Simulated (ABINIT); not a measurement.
# InAs (Fm-3m) in ABINIT: a series of runs

Aim: see how the results for InAs move with the level of theory and the settings. Levels: r2SCAN, SCAN, TB-mBJ. Tasks: band structure.

Everything below comes from runs of ABINIT 10.8.3 (patched build). Logs are shortened: lines on timing, memory, paths and dates and some standing lists are left out, and cuts for length are marked. The log counts tension as positive stress, the text compression.

### Step 1. The crystal as given

It takes space group Fm-3m (No. 225, cubic). Conventional cell: a = 5.755 Å, b = 5.755 Å, c = 5.755 Å, α = 90.00°, β = 90.00°, γ = 90.00°. In (site symmetry m-3m) is surrounded by 6 As at 2.88 Å. As (site symmetry m-3m) has 6 In at 2.88 Å as nearest neighbours.

Measurements of this composition are mostly on another form, of space group No. 216.

### Step 2. Band structure, r2SCAN

The input, run.abi:

```
ndtset 2

pp_dirpath "./"
pseudos "In.GGA_PBE-JTH.xml, As.GGA_PBE-JTH.xml"

acell 3*1.0 Angstrom
rprim
     0.0000000000     2.8773040000     2.8773040000
     2.8773040000     0.0000000000     2.8773040000
     2.8773040000     2.8773040000     0.0000000000
ntypat 2
znucl 49 33
natom 2
typat 1 2
xred
     0.5000000000     0.5000000000     0.5000000000
     0.0000000000     0.0000000000     0.0000000000

ecut 26.0
pawecutdg 48.0

ixc -497498
usekden 1
pawxcdev 0

occopt 3
tsmear 0.05 eV

nstep 100

iomode 3
prtwf 0
prteig 0
prtebands 0
enunit 1
prtden1 1
prtkden1 1

kptopt1 1
ngkpt1 8 8 8
nshiftk1 1
shiftk1 0.0 0.0 0.0
nband1 18
tolvrs1 1.0e-7

iscf2 -2
getden2 1
getkden2 1
nband2 24
nbdbuf2 4
tolwfr2 1.0e-11
kptopt2 -9
ndivsm2 6
prteig2 1
kptbounds2
     0.0000000000     0.0000000000     0.0000000000
     0.5000000000     0.0000000000     0.5000000000
     0.5000000000     0.2500000000     0.7500000000
     0.3750000000     0.3750000000     0.7500000000
     0.0000000000     0.0000000000     0.0000000000
     0.5000000000     0.5000000000     0.5000000000
     0.6250000000     0.2500000000     0.6250000000
     0.5000000000     0.2500000000     0.7500000000
     0.5000000000     0.5000000000     0.5000000000
     0.3750000000     0.3750000000     0.7500000000
```

Potentials or basis: JTH PAW PBE v2.0.

Launch:

```sh
abinit run.abi > log 2>&1
```

run.abo:

```text
.Version 10.8.3 of ABINIT
 DATASET    1 : space group Fm -3 m (#225); Bravais cF (face-center cubic)
================================================================================
 Values of the parameters that define the memory need for DATASET  1.
     intxc =       0    ionmov =       0      iscf =      17    lmnmax =      18
     lnmax =       6     mgfft =      36  mpssoang =       3    mqgrid =    3001
     natom =       2  nloc_mem =       2    nspden =       1   nspinor =       1
    nsppol =       1      nsym =      48    n1xccc =       1    ntypat =       2
    occopt =       3   xclevel =       2
       mpw =        2051          nfft =       46656          nkpt =          29
 PAW method is used; the additional fine FFT grid is defined by:
   mgfftf=        48    nfftf =    110592
================================================================================
================================================================================

 DATASET    2 : space group Fm -3 m (#225); Bravais cF (face-center cubic)
================================================================================
 Values of the parameters that define the memory need for DATASET  2.
     intxc =       0    ionmov =       0      iscf =      -2    lmnmax =      18
     lnmax =       6     mgfft =      36  mpssoang =       3    mqgrid =    3001
     natom =       2  nloc_mem =       2    nspden =       1   nspinor =       1
    nsppol =       1      nsym =      48    n1xccc =       1    ntypat =       2
    occopt =       3   xclevel =       2
       mpw =        2067          nfft =       46656          nkpt =         103
 PAW method is used; the additional fine FFT grid is defined by:
   mgfftf=        48    nfftf =    110592
================================================================================
================================================================================

--------------------------------------------------------------------------------
------------- Echo of variables that govern the present computation ------------
--------------------------------------------------------------------------------
 -outvars: echo values of preprocessed input variables --------
            acell      1.8897261259E+00  1.8897261259E+00  1.8897261259E+00 Bohr
              amu      1.14820000E+02  7.49215900E+01
             ecut      2.60000000E+01 Hartree
           enunit           1
           getden1          0
           getden2          1
          getkden1          0
          getkden2          1
             iscf1         17
             iscf2         -2
                       outvar_i_n : Printing only first  50 k-points.
              ixc     -497498
           jdtset        1    2
                       outvar_i_n : Printing only first  50 k-points.
           kptopt1          1
           kptopt2         -9
         kptrlatt        8    0    0      0    8    0      0    0    8
          kptrlen1     6.15162144E+01
          kptrlen2     3.00000000E+01
            natom           2
            nband1         18
            nband2         24
           nbdbuf1          0
           nbdbuf2          4
           ndtset           2
           ndivsm1          0
           ndivsm2          6
            ngfft          36      36      36
          ngfftdg          48      48      48
             nkpt1         29
             nkpt2        103
            nstep         100
             nsym          48
           ntypat           2
           occopt           3
        pawecutdg      4.80000000E+01 Hartree
         pawxcdev           0
        prtebands           0
           prteig1          0
           prteig2          1
          prtkden           1
            prtwf           0
            rprim      0.0000000000E+00  2.8773040000E+00  2.8773040000E+00
                       2.8773040000E+00  0.0000000000E+00  2.8773040000E+00
                       2.8773040000E+00  2.8773040000E+00  0.0000000000E+00
           shiftk1     0.00000000E+00  0.00000000E+00  0.00000000E+00
           shiftk2     5.00000000E-01  5.00000000E-01  5.00000000E-01
[... 246 lines left out ...]
 Unit cell volume ucvol=  3.2150212E+02 bohr^3
 Angles (23,13,12)=  6.00000000E+01  6.00000000E+01  6.00000000E+01 degrees

 Coarse grid specifications (used for wave-functions):

 getcut: wavevector=  0.0000  0.0000  0.0000  ngfft=  36  36  36
         ecut(hartree)=     26.000   => boxcut(ratio)=   2.03963

 Fine grid specifications (used for densities):

 getcut: wavevector=  0.0000  0.0000  0.0000  ngfft=  48  48  48
         ecut(hartree)=     48.000   => boxcut(ratio)=   2.00150
--------------------------------------------------------------------------------

================================================================================
 Non-SCF case, kpt    1 (  0.00000  0.00000  0.00000), residuals and eigenvalues=
  3.18E-12  9.08E-12  1.94E-12  4.73E-12  5.38E-12  4.33E-12  5.45E-12  4.12E-12
  5.85E-12  7.49E-12  7.48E-12  2.62E-12  2.63E-12  3.29E-12  4.80E-12  5.09E-12
  9.72E-12  7.48E-12  2.24E-12  8.05E-12  6.76E-12  4.22E-12  6.11E-12  8.65E-09
 -1.1248E+00 -1.1248E+00 -1.1246E+00 -1.1246E+00 -1.1246E+00 -3.5320E-01
 -3.5320E-01 -3.5252E-01 -3.5252E-01 -3.5252E-01 -2.6821E-01  1.8422E-01
  1.8422E-01  1.8422E-01  1.8467E-01  4.7566E-01  4.7566E-01  4.7566E-01
  4.8837E-01  4.8837E-01  4.8837E-01  5.4481E-01  5.8896E-01  5.8896E-01
 Non-SCF case, kpt    2 (  0.02941  0.00000  0.02941), residuals and eigenvalues=
  9.42E-12  9.02E-12  4.27E-12  2.33E-12  8.45E-12  6.64E-12  5.49E-12  8.68E-12
  6.79E-12  8.31E-12  1.92E-12  7.34E-12  3.67E-12  5.34E-12  5.07E-12  3.72E-12
[... 799 lines left out ...]
  7.77E-12  7.57E-12  2.46E-12  7.85E-12  7.29E-12  5.51E-12  2.20E-12  8.65E-12
  1.89E-12  9.99E-12  8.12E-12  7.74E-12  2.73E-12  9.06E-10  3.70E-07  1.66E-05
 -1.1248E+00 -1.1248E+00 -1.1246E+00 -1.1245E+00 -1.1245E+00 -3.6057E-01
 -3.5345E-01 -3.5265E-01 -3.5072E-01 -3.5010E-01 -1.7536E-01 -3.4533E-03
  4.4107E-02  1.3785E-01  2.0382E-01  4.1802E-01  4.4282E-01  5.0130E-01
  5.2630E-01  6.2799E-01  6.8096E-01  7.7367E-01  8.1896E-01  8.5474E-01
 Non-SCF case, kpt  103 (  0.37500  0.37500  0.75000), residuals and eigenvalues=
  4.81E-12  8.29E-12  6.71E-12  9.80E-12  5.34E-12  3.70E-12  9.66E-12  5.14E-12
  3.81E-12  6.84E-12  2.71E-12  2.81E-12  3.60E-12  2.34E-12  3.99E-12  7.25E-12
  8.30E-12  6.67E-12  1.79E-12  8.06E-12  1.20E-11  8.24E-08  1.37E-06  5.64E-06
 -1.1248E+00 -1.1248E+00 -1.1246E+00 -1.1245E+00 -1.1245E+00 -3.6109E-01
 -3.5323E-01 -3.5282E-01 -3.5055E-01 -3.5002E-01 -1.7321E-01  4.6491E-03
  3.6068E-02  1.3258E-01  1.9522E-01  4.1231E-01  4.5630E-01  5.0727E-01
  5.3041E-01  6.3688E-01  6.9608E-01  7.8066E-01  8.0964E-01  8.5669E-01

Result for kinetic energy density :

--------------------------------------------------------------------------------
 Total kinetic energy density [Ha/Bohr^3]
)     Maximum=    1.0935E+00  at reduced coord.    0.4792    0.4792    0.6042
)     Minimum=    2.2381E-03  at reduced coord.    0.2500    0.2500    0.2500
   Integrated=    1.7862E+01
--------------------------------------------------------------------------------

--- !ResultsGS
iteration_state: {dtset: 2, }
comment   : Summary of ground state results
lattice_vectors:
- [  0.0000000,   5.4373165,   5.4373165, ]
- [  5.4373165,   0.0000000,   5.4373165, ]
- [  5.4373165,   5.4373165,   0.0000000, ]
lattice_lengths: [   7.68953,    7.68953,    7.68953, ]
lattice_angles: [ 60.000,  60.000,  60.000, ] # degrees, (23, 13, 12)
lattice_volume:   3.2150212E+02
convergence: {deltae:  0.000E+00, res2:  0.000E+00, residm:  9.994E-12, diffor:  0.000E+00, }
etotal    :  -1.45376051E+02
entropy   :   0.00000000E+00
fermie    :   1.95591737E-01
cartesian_stress_tensor: null
pressure_GPa: null
xred      :
- [  5.0000E-01,   5.0000E-01,   5.0000E-01, In]
- [  0.0000E+00,   0.0000E+00,   0.0000E+00, As]
cartesian_forces: null
force_length_stats: {min: null, max: null, mean: null, }
...

 Integrated electronic density in atomic spheres:
 ------------------------------------------------
 Atom  Sphere_radius  Integrated_density
    1        2.50645         11.05653483
    2        2.10392         12.63088185

================================================================================

 ----iterations are completed or convergence reached----

 Mean square residual over all n,k,spin=   55.720E-13; max=  99.938E-13
 reduced coordinates (array xred) for    2 atoms
       0.500000000000      0.500000000000      0.500000000000
       0.000000000000      0.000000000000      0.000000000000

 cartesian coordinates (angstrom) at end:
    1      2.87730400000000     2.87730400000000     2.87730400000000
    2      0.00000000000000     0.00000000000000     0.00000000000000
 length scales=  1.889726125908  1.889726125908  1.889726125908 bohr
              =  1.000000000000  1.000000000000  1.000000000000 angstroms
 Eigenvalues (   eV  ) for nkpt= 103  k points:
 kpt#   1, nband= 24, wtk=  1.00000, kpt=  0.0000  0.0000  0.0000 (reduced coord)
 -30.60796  -30.60796  -30.60168  -30.60168  -30.60168   -9.61105   -9.61105   -9.59252
  -9.59252   -9.59252   -7.29827    5.01279    5.01279    5.01279    5.02510   12.94327
  12.94327   12.94327   13.28920   13.28920   13.28920   14.82492   16.02648   16.02648
 kpt#   2, nband= 24, wtk=  1.00000, kpt=  0.0294  0.0000  0.0294 (reduced coord)
 -30.60796  -30.60795  -30.60168  -30.60166  -30.60166   -9.61219   -9.61075   -9.59275
  -9.59178   -9.59178   -7.28519    4.49696    4.98987    4.98987    5.57260   12.83028
  12.85041   12.85041   12.97381   13.44953   13.44953   14.96971   16.03893   16.29726
 kpt#   3, nband= 24, wtk=  1.00000, kpt=  0.0588  0.0000  0.0588 (reduced coord)
 -30.60795  -30.60794  -30.60169  -30.60162  -30.60162   -9.61597   -9.60986   -9.59353
  -9.58995   -9.58995   -7.24577    4.00961    4.92271    4.92271    6.15198   12.27218
  12.56128   12.73261   12.73261   13.76792   13.76792   15.33409   16.07627   16.83919
 kpt#   4, nband= 24, wtk=  1.00000, kpt=  0.0882  0.0000  0.0882 (reduced coord)
 -30.60794  -30.60791  -30.60171  -30.60156  -30.60156   -9.62268   -9.60846   -9.59492
  -9.58705   -9.58705   -7.17954    3.55819    4.81585    4.81585    6.74434   11.45536
  12.23273   12.66544   12.66544   14.16372   14.16372   15.82151   16.13854   17.33914
 kpt#   5, nband= 24, wtk=  1.00000, kpt=  0.1176  0.0000  0.1176 (reduced coord)
[... 381 lines left out ...]
  -9.55226   -9.53116   -4.98258   -0.58754    2.03054    4.11911    6.09892   11.09090
  11.18197   13.43733   14.37451   16.91949   17.38206   20.85460   22.00761   23.10336
 kpt# 101, nband= 24, wtk=  1.00000, kpt=  0.4000  0.4000  0.7000 (reduced coord)
 -30.60809  -30.60740  -30.60143  -30.60061  -30.60043   -9.79357   -9.62438   -9.59161
  -9.54816   -9.52902   -4.86635   -0.34694    1.56991    3.92236    5.80796   11.35548
  11.63283   13.46713   14.34702   16.95600   17.93557   20.99411   22.25945   23.10921
 kpt# 102, nband= 24, wtk=  1.00000, kpt=  0.3875  0.3875  0.7250 (reduced coord)
 -30.60815  -30.60737  -30.60152  -30.60053  -30.60037   -9.81160   -9.61782   -9.59621
  -9.54347   -9.52677   -4.77183   -0.09397    1.20022    3.75096    5.54632   11.37493
  12.04988   13.64108   14.32143   17.08861   18.52975   21.05276   22.28511   23.25873
 kpt# 103, nband= 24, wtk=  1.00000, kpt=  0.3750  0.3750  0.7500 (reduced coord)
 -30.60820  -30.60735  -30.60161  -30.60046  -30.60032   -9.82583   -9.61197   -9.60082
  -9.53893   -9.52457   -4.71341    0.12651    0.98147    3.60775    5.31221   11.21959
  12.41652   13.80352   14.43330   17.33025   18.94125   21.24296   22.03133   23.31174

== END DATASET(S) ==============================================================
================================================================================

 -outvars: echo values of variables after computation  --------
            acell      1.8897261259E+00  1.8897261259E+00  1.8897261259E+00 Bohr
           etotal1    -1.4537605112E+02
            fcart1    -0.0000000000E+00 -0.0000000000E+00 -0.0000000000E+00
                      -0.0000000000E+00 -0.0000000000E+00 -0.0000000000E+00
            rprim      0.0000000000E+00  2.8773040000E+00  2.8773040000E+00
                       2.8773040000E+00  0.0000000000E+00  2.8773040000E+00
                       2.8773040000E+00  2.8773040000E+00  0.0000000000E+00
           strten1     8.6634657365E-05  8.6634657365E-05  8.6634657365E-05
                       0.0000000000E+00  0.0000000000E+00  0.0000000000E+00
           xangst      2.8773040000E+00  2.8773040000E+00  2.8773040000E+00
                       0.0000000000E+00  0.0000000000E+00  0.0000000000E+00
             xred      5.0000000000E-01  5.0000000000E-01  5.0000000000E-01
                       0.0000000000E+00  0.0000000000E+00  0.0000000000E+00
 Calculation completed.
```

Run time: 7.9 min. Hardware: 1 thread of Arm Neoverse V1, shared host; peak memory 0.2 GiB.

What came out:

| Item | Value |
| --- | --- |
| Free energy | -3955.8839 eV |
| Pressure | -2.5 GPa |
| Band gap on the k mesh | none (metal or under the smearing width) |
| Valence electrons inside the program's atomic spheres | In 11.06; As 12.63 |

Levels at the corners of the path, in eV from the Fermi level:
```
point  band 12  band 13  band 14  band 15  band 16  band 17
    Γ    -0.31    -0.31    -0.31    -0.30     7.62     7.62
    X    -4.89    -2.86    -2.39    -2.39     4.25     9.79
    W    -4.86    -3.86    -3.86     2.30     4.42     7.30
    K    -5.20    -4.34    -1.71    -0.01     5.90     7.09
    Γ    -0.31    -0.31    -0.31    -0.30     7.62     7.62
    L    -6.73     0.11     0.11     2.53     3.51     3.51
    U    -5.20    -4.34    -1.71    -0.01     5.90     7.09
    W    -4.86    -3.86    -3.86     2.30     4.42     7.30
    L    -6.73     0.11     0.11     2.53     3.51     3.51
    K    -5.20    -4.34    -1.71    -0.01     5.90     7.09
```

Caveat: totals of a meta-GGA on PAW files have another zero than those of a GGA; the PAW data sets were made with another functional, which shifts forces and pressure a little; spin-orbit coupling is left out, which moves the levels of the heavy elements.

[end of part 1 of 2]
